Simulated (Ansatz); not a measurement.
Runs of Ansatz 0.2.0 on Sb. It takes space group I4/mmm (No. 139, tetragonal). The conventional cell has a = 3.153 Å, b = 3.153 Å, c = 5.424 Å, α = 90.00°, β = 90.00°, γ = 90.00°. Sb (site symmetry 4/mmm) is surrounded by 12 Sb at 3.15 to 3.51 Å. This isn't the form of Sb at room conditions, which is rhombohedral.

```tsv
level	gap on the mesh (eV)	pressure (GPa)	relaxed volume (Å³/atom)
PBE+D3(BJ)-ATM	none	0.0	26.42
PBE+D4	none	0.0	26.31
PBE	none	0.0	27.60
PBE+D3(BJ)	none	0.0	(a)
```

Alike in all rows: task relaxation of cell and atoms; potentials or basis Ansatz PAW; no spin polarisation; cell relaxed; k mesh 12 × 12 × 12; cutoff (eV) 420; smearing fermi-dirac 0.05 eV.

Q: Fill in the values left out.

A: (a) 26.29.

Caveats: the plane-wave basis is chosen anew once the cell has moved, so the energies of steps on either side of that aren't comparable; pairwise dispersion overbinds metals, which lowers pressure and volume (some runs).

A k mesh can miss the band edges, and the runs leave out spin-orbit coupling on Sb.

A gap of «none» marks a metal or a gap under the smearing width.
